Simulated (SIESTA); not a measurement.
# SiNi3 under changes of volume

One of the cells (11.109 Å³/atom); the others are scaled copies at fixed shape and fractional positions:

```xyz
4
Lattice="3.5420 0.0000 0.0000 0.0000 3.5420 0.0000 0.0000 0.0000 3.5420" Properties=species:S:1:pos:R:3 pbc="T T T"
Ni    1.7710    1.7710    0.0000
Ni    1.7710    0.0000    1.7710
Ni    0.0000    1.7710    1.7710
Si    0.0000    0.0000    0.0000
```

| Property | Result |
| --- | --- |
| Program | SIESTA 5.4.2 |
| Functional | LDA |
| Potentials or basis | PseudoDojo 0.4 standard (LDA files) |
| Basis | DZP (energy shift 0.003 Ry; two zetas on semicore shells) |
| Grid cutoff | 800 Ry |
| Energy shift | 0.003 Ry |
| k mesh | 6 × 6 × 6 |
| Occupations | fermi-dirac, width 0.05 eV |
| Spin | collinear spin, ferromagnetic start |
| Starting moments | [1.0, 1.0, 1.0, 0.0] μB |

```csv
volume (Å³/atom),energy over the lowest point (meV/atom),pressure (GPa)
10.443,0.00,-7.9
10.665,14.03,-12.2
10.887,33.91,-16.2
11.109,58.67,-19.6
11.331,88.16,-22.7
11.554,121.73,-25.5
11.776,?,?
```

Q: What does the run at 11.776 Å³/atom give?

A: Energy over the lowest point 158.94 meV/atom; pressure -28.1 GPa.

Worked out: A Birch-Murnaghan fit of order 3 (a polynomial in V^(-2/3)) to the other rows has no minimum within the range. It gives 158.78 meV/atom at 11.776 Å³/atom, against the run's 158.94, and -dE/dV = -27.9 GPa, against -28.1.

Energies are extrapolated to zero smearing.

Caveats: short orbitals over semicore shells can move pressures by several GPa; the basis of atomic orbitals isn't converged, which shifts pressures, moduli and gaps.
